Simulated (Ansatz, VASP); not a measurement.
Two plane-wave programs on LiF (Griceite)

```
F Li
1.0
     0.00000    1.98678    1.98678
     1.98678    0.00000    1.98678
     1.98678    1.98678    0.00000
F Li
1 1
Direct
  0.50000 0.50000 0.50000
  0.00000 0.00000 0.00000
```

Change from the starting cell: volume scaled by 0.96.

Alike in both runs: task electric field gradients; functional r2SCAN0; k mesh 6 × 6 × 6; occupations gaussian, width 0.1 eV; no spin polarisation.

|  | VASP | Ansatz |
| --- | --- | --- |
| version | VASP 6.6.1 | Ansatz 0.2.0 |
| potentials or method | VASP PAW PBE potentials, release 64 (F, Li_sv) | Ansatz PAW |
| plane-wave cutoff (eV) | 520 | 500 |
| valence electrons in the cell | 10 | 10 |

```tsv
	VASP	Ansatz	Ansatz less VASP
gap on the k mesh at the Fermi level (eV)	13.33	13.19	-0.139
least direct gap on the mesh (eV)	13.33	13.19	-0.139
Vzz of the field gradient on the site that differs most (V/Å²)	0.0	0.0	0.00
```

With one functional, cell and mesh, what is left measures potentials, basis and numerics.

Caveats: the k mesh is coarse (spacing up to 0.46 Å⁻¹), so the values aren't converged, least of all with exact exchange.
